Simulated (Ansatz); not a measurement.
**A computed series for BeO: response to strain**

The parent structure is BeO in the wurtzite structure (space group P6_3mc, No. 186).

```xyz
4
Lattice="2.6905 0.0000 0.0000 -1.3452 2.3300 0.0000 0.0000 0.0000 4.3699" Properties=species:S:1:pos:R:3 pbc="T T T"
Be     1.3452     0.7767     0.0063
Be     0.0000     1.5534     2.1913
O      1.3452     0.7767     2.7257
O      0.0000     1.5534     0.5408
```

Cartesian axes are those of the cell as printed.

Strains are applied to the cell and any free atomic positions relax; under biaxial strain the out-of-plane vector relaxes too.

The values are results of Ansatz (a quantum-chemistry and plane-wave program) r2SCAN, without spin-orbit coupling, not measurements.

Candidates:
(a) biaxial strain −0.79 %, plane normal [001], relaxed out of plane
(b) tensor shear ε_xz = −3.08 %
(c) isotropic strain +2.78 %
(d) isotropic strain +3.99 %

Base values:

- Band gap = 8.55 eV

Q: Order them by band gap, highest first.

A: (a) biaxial strain −0.79 %, plane normal [001], relaxed out of plane (8.70 eV), (b) tensor shear ε_xz = −3.08 % (8.35 eV), (c) isotropic strain +2.78 % (7.67 eV), (d) isotropic strain +3.99 % (7.32 eV)

Stability against distortions was not tested.
